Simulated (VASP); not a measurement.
# CdS (P6_3mc) in VASP: notebook

Runs on CdS. Level: LDA. Tasks: relaxation of cell and atoms.

Everything below comes from runs of VASP 6.6.1. Logs are shortened: lines on timing, memory, paths and dates and some standing lists are left out, and cuts for length are marked.

## 1. Starting point

The structure is hexagonal, space group P6_3mc (No. 186). Conventional cell: a = 4.150 Å, b = 4.150 Å, c = 6.737 Å, α = 90.00°, β = 90.00°, γ = 120.00°. Cd (site symmetry 3m) has 4 S at 2.53 to 2.54 Å as nearest neighbours. Around S (site symmetry 3m) lie 4 Cd at 2.53 to 2.54 Å.

## 2. Relaxation of cell and atoms, LDA

The input, INCAR:

```
ALGO = Normal
EDIFF = 1E-6
EDIFFG = -0.01
ENCUT = 600
GGA = CA
IBRION = 2
ISIF = 3
ISMEAR = 0
LASPH = True
LCHARG = False
LREAL = False
LWAVE = False
NELM = 80
NSW = 90
PREC = Accurate
SIGMA = 0.03
```

The input, KPOINTS:

```
k-points
0
Gamma
  9 9 4
```

The input, POSCAR:

```
CdS
1.0
    4.1500000000      0.0000000000      0.0000000000
   -2.0750000000      3.5940054300      0.0000000000
    0.0000000000      0.0000000000      6.7370000000
Cd S
2 2
Direct
    0.3333333300      0.6666666700      0.0000000000
    0.6666666700      0.3333333300      0.5000000000
    0.3333333300      0.6666666700      0.3750000000
    0.6666666700      0.3333333300      0.8750000000
```

Potentials or basis: VASP PAW LDA potentials, release 64 (Cd, S).

Command:

```bash
cat potpaw_LDA.64/Cd/POTCAR potpaw_LDA.64/S/POTCAR > POTCAR
mpirun -np 1 vasp_std > vasp.out
```

OUTCAR:

```text
EDIFF = 1E-6
   EDIFFG = -0.01
   ENCUT = 600
   GGA = CA
   IBRION = 2
   ISIF = 3
   ISMEAR = 0
   LASPH = True
   LREAL = False
   NELM = 80
   NSW = 90
   PREC = Accurate

 ion  position               nearest neighbor table
   1  0.333  0.667  0.000-   3 2.53   4 2.54   4 2.54   4 2.54
   2  0.667  0.333  0.500-   4 2.53   3 2.54   3 2.54   3 2.54
   3  0.333  0.667  0.375-   1 2.53   2 2.54   2 2.54   2 2.54
   4  0.667  0.333  0.875-   2 2.53   1 2.54   1 2.54   1 2.54

  LATTYP: Found a hexagonal cell.
 ALAT       =     4.1500000000
 C/A-ratio  =     1.6233734940

  Lattice vectors:

 A1 = (   4.1500000000,   0.0000000000,   0.0000000000)
 A2 = (  -2.0750000000,   3.5940054300,   0.0000000000)
 A3 = (   0.0000000000,   0.0000000000,   6.7370000000)

Analysis of symmetry for initial positions (statically):
=====================================================================
 Subroutine PRICEL returns:
 Original cell was already a primitive cell.

 Routine SETGRP: Setting up the symmetry group for a
 hexagonal supercell.

 Subroutine GETGRP returns: Found 12 space group operations
 (whereof  6 operations were pure point group operations)
 out of a pool of 24 trial point group operations.

The static configuration has the point symmetry C_3v.
 The point group associated with its full space group is C_6v.

Analysis of symmetry for dynamics (positions and initial velocities):
=====================================================================
 Subroutine PRICEL returns:
 Original cell was already a primitive cell.

 Routine SETGRP: Setting up the symmetry group for a
 hexagonal supercell.

 Subroutine GETGRP returns: Found 12 space group operations
 (whereof  6 operations were pure point group operations)
 out of a pool of 24 trial point group operations.

The dynamic configuration has the point symmetry C_3v.
 The point group associated with its full space group is C_6v.

 Subroutine INISYM returns: Found 12 space group operations
 (whereof  6 operations are pure point group operations),
 and found     1 'primitive' translations

----------------------------------------------------------------------------------------

                                     Primitive cell

  volume of cell :     100.4832

  direct lattice vectors                    reciprocal lattice vectors
     4.150000000  0.000000000  0.000000000     0.240963855  0.139120547  0.000000000
[... 102 lines left out ...]
   NUPDOWN=      -1.0000    fix difference up-down
   EMIN   =  10.00;   EMAX   =-10.00  energy-range for DOS
   EFERMI =   0.00;   METHOD = LEGACY
   ISMEAR =     0;   SIGMA  =   0.03  broadening in eV -4-tet -1-fermi 0-gaus
   EFERMI_NEDOS =   21; number of points for ismear=-14 and -15
   IALGO  =     38    algorithm
   IMIX   =      4    mixing-type and parameters
     AMIX     =   0.40;   BMIX     =  1.00
     AMIX_MAG =   1.60;   BMIX_MAG =  1.00
  volume/ion in A,a.u.               =      25.12       169.52
  Fermi-wavevector in a.u.,A,eV,Ry     =   1.162727  2.197236 18.394190  1.351935
  Thomas-Fermi vector in A             =   2.299285
   LORBIT       =      0    0 simple, 1 ext, 2 COOP (PROOUT), +10 PAW based schemes
   GGA     = CA    functional components
   LHFCALC =     F    Hartree Fock is set to
   AEXX    =    0.0000 exact exchange contribution
   IVDW    =     0    specifies the selected vdW correction
   LEPSILON=     F    determine dielectric tensor
   LRPA    =     F    only Hartree local field effects (RPA)
 conjugate gradient relaxation of ions
 non-spin polarized calculation
 Gauss-broadening in eV      SIGMA  =   0.03
  energy-cutoff  :      600.00
  volume of cell :      100.48
 maximum number of plane-waves:      3378
 NGX is ok and might be reduce to    36
   NGX = 17   NGY = 17   NGZ = 27

--------------------------------------- Ionic step        1  -------------------------------------------

 number of electron      36.0000008 magnetization

 Free energy of the ion-electron system (eV)
  ---------------------------------------------------
  ext. energy  EPLUGINS =         0.00000000
  ---------------------------------------------------
  free energy    TOTEN  =       -14.78099925 eV

  energy without entropy =      -14.78099925  energy(sigma->0) =      -14.78099925

------------------------ aborting loop because EDIFF is reached ----------------------------------------

  FORCE on cell =-STRESS in cart. coord.  units (eV):
  Direction    XX          YY          ZZ          XY          YZ          ZX
  --------------------------------------------------------------------------------------
  -------------------------------------------------------------------------------------
  Total       -1.8193053     -1.8193053     -1.4378837      0.0000000      0.0000000      0.0000000
  in kB      -29.0083345    -29.0083345    -22.9266702      0.0000000      0.0000000      0.0000000
  external PRESSURE =     -26.9811131 kB  Pullay stress =       0.0000000 kB
[... 177 lines left out ...]
--------------------------------------- Ionic step        6  -------------------------------------------

 number of electron      35.9999997 magnetization

 Free energy of the ion-electron system (eV)
  ---------------------------------------------------
  ext. energy  EPLUGINS =         0.00000000
  ---------------------------------------------------
  free energy    TOTEN  =       -14.82040177 eV

  energy without entropy =      -14.82040177  energy(sigma->0) =      -14.82040177

 E-fermi :   1.5630     XC(G=0):  -9.7249

 val. band max:        1.4104755193   @ k =   0.0000   0.0000   0.0000
 cond. band min:       2.4481206221   @ k =   0.0000   0.0000   0.0000
 fundamental gap:      1.0376451028
 Fermi energy:         1.5629517887

 k-point     1 :       0.0000    0.0000    0.0000
  band No.  band energies     occupation
      1     -11.1539      2.00000
      2     -10.6735      2.00000
      3      -6.4783      2.00000
      4      -6.4664      2.00000
      5      -6.4664      2.00000
      6      -6.3741      2.00000
[... 589 lines left out ...]
     21       6.2078      0.00000
     22       8.0663      0.00000

 [... further k-points ...]

------------------------ aborting loop because EDIFF is reached ----------------------------------------

  FORCE on cell =-STRESS in cart. coord.  units (eV):
  Direction    XX          YY          ZZ          XY          YZ          ZX
  --------------------------------------------------------------------------------------
  -------------------------------------------------------------------------------------
  Total       -0.0050175     -0.0050175     -0.0010513      0.0000000      0.0000000      0.0000000
  in kB       -0.0836194     -0.0836194     -0.0175207      0.0000000      0.0000000      0.0000000
  external PRESSURE =      -0.0615865 kB  Pullay stress =       0.0000000 kB
[... 19 lines left out ...]
  FREE ENERGIE OF THE ION-ELECTRON SYSTEM (eV)
  ---------------------------------------------------
  free  energy   TOTEN  =       -14.8204017714 eV

  energy  without entropy=      -14.8204017714  energy(sigma->0) =      -14.82040177

 reached required accuracy - stopping structural energy minimisation
```

OSZICAR:

```text
N       E                     dE             d eps       ncg     rms          rms(c)
DAV:   1     0.274857866079E+03    0.27486E+03   -0.19163E+04  1584   0.168E+03
DAV:   2     0.609465525152E+00   -0.27425E+03   -0.26678E+03  1752   0.384E+02
DAV:   3    -0.156206472684E+02   -0.16230E+02   -0.16174E+02  1952   0.924E+01
[... 52 lines left out ...]
DAV:   1    -0.148204754715E+02   -0.80260E-04   -0.29641E-03  1590   0.508E-01    0.656E-02
DAV:   2    -0.148204117515E+02    0.63720E-04   -0.22224E-04  1782   0.186E-01    0.246E-02
DAV:   3    -0.148204037315E+02    0.80200E-05   -0.20318E-05  1860   0.403E-02    0.198E-02
DAV:   4    -0.148204019009E+02    0.18305E-05   -0.29399E-06  1380   0.147E-02    0.273E-03
DAV:   5    -0.148204017714E+02    0.12956E-06   -0.79647E-07   792   0.111E-02
   6 F= -.14820402E+02 E0= -.14820402E+02  d E =-.811696E-04
```

Run time: 3.2 min. Hardware: 1 thread of Intel Xeon 6975P-C (Granite Rapids), shared host; peak memory 0.26 GiB.

Results:

```yaml
Free_energy: -14.8204 eV
Relaxed_volume: 24.03 Å³/atom
Relaxed_cell: a = 4.083 Å, b = 4.083 Å, c = 6.657 Å, α = 90.00°, β = 90.00°, γ = 120.00°
Space_group_after_relaxing_to_0.05_Å: P6_3mc (No. 186)
Energy_gained_by_relaxing: 9.9 meV/atom
Ionic_steps: 6
Pressure_after_relaxing: 0.0 GPa
Largest_force_after_relaxing: 0.004 eV/Å
Band_gap_on_the_k_mesh: 1.04 eV, direct
```

Forces in eV/Å, atoms in the order of the input:
```
Cd   0.000  0.000 -0.004
Cd   0.000  0.000 -0.004
S    0.000  0.000  0.004
S    0.000  0.000  0.004
```

The path:
| step | energy change (eV) | largest force (eV/Å) | pressure (GPa) | volume (Å³) |
| --- | --- | --- | --- | --- |
| 1 | 0.0000 | 0.0637 | -2.70 | 100.48 |
| 2 | -0.0331 | 0.0043 | 1.24 | 94.46 |
| 3 | -0.0393 | 0.0187 | 0.01 | 96.10 |
| 4 | -0.0393 | 0.0175 | 0.08 | 96.01 |
| 5 | -0.0394 | 0.0006 | -0.06 | 96.18 |
| 6 | -0.0394 | 0.0039 | -0.01 | 96.14 |

Final structure:
```
Cd S
1.0
     4.08345    0.00000    0.00000
    -2.04173    3.53637    0.00000
     0.00000    0.00000    6.65737
Cd S
2 2
Direct
  0.33333 0.66667 0.99957
  0.66667 0.33333 0.49957
  0.33333 0.66667 0.37543
  0.66667 0.33333 0.87543
```

## 3. Relaxation of cell and atoms, LDA

This run uses another cell than the first one, of 24.03 Å³/atom, 0.957 times its volume.

Edit INCAR of step 2 so:

```diff
@@ -1,4 +1,4 @@
 ALGO = Normal
-EDIFF = 1E-6
-EDIFFG = -0.01
+EDIFF = 1E-7
+EDIFFG = -0.005
 ENCUT = 600
```

KPOINTS is that of step 2.

The input, POSCAR:

```
CdS                                     
1.0
    4.0834517098      0.0000000000      0.0000000000
   -2.0417258549      3.5363729199      0.0000000000
    0.0000000000      0.0000000000      6.6573691771
  Cd              S             
     2     2
Direct
     0.3333333300000021    0.6666666699999979    0.9995748263787864
     0.6666666699999979    0.3333333300000021    0.4995748263787862
     0.3333333300000021    0.6666666699999979    0.3754251736212138
     0.6666666699999979    0.3333333300000021    0.8754251736212136
```

Potentials or basis: VASP PAW LDA potentials, release 64 (Cd, S).

Command:

```bash
cat potpaw_LDA.64/Cd/POTCAR potpaw_LDA.64/S/POTCAR > POTCAR
mpirun -np 1 vasp_std > vasp.out
```

Wall time 73 s (1 thread of Intel Xeon 6975P-C (Granite Rapids), shared host); peak memory 0.25 GiB.

It converged, with:

* Free energy: -14.8189 eV
* Pressure after relaxing: 0.0 GPa
* Largest force after relaxing: 0.004 eV/Å
* Band gap on the k mesh: 1.04 eV, direct

Forces in eV/Å, atoms in the order of the input:
```
Cd   0.000  0.000 -0.004
Cd   0.000  0.000 -0.004
S    0.000  0.000  0.004
S    0.000  0.000  0.004
```

Final structure:
```
Cd S
1.0
     4.08345    0.00000    0.00000
    -2.04173    3.53637    0.00000
     0.00000    0.00000    6.65737
Cd S
2 2
Cartesian
  0.0000 2.3576 6.6545
  2.0417 1.1788 3.3259
  0.0000 2.3576 2.4993
  2.0417 1.1788 5.8280
```

Levels at points of the mesh, in eV from the valence-band top:
| k point | band 16 | band 17 | band 18 | band 19 | band 20 | band 21 |
| --- | --- | --- | --- | --- | --- | --- |
| (0.00, 0.00, 0.00) | -0.06 | 0.00 | 0.00 | 1.04 | 2.63 | 6.29 |
| (0.00, 0.00, 0.50) | -0.43 | -0.43 | -0.43 | 2.72 | 2.72 | 6.01 |

Caveat: the relaxation stopped at its first step, so nothing moved.
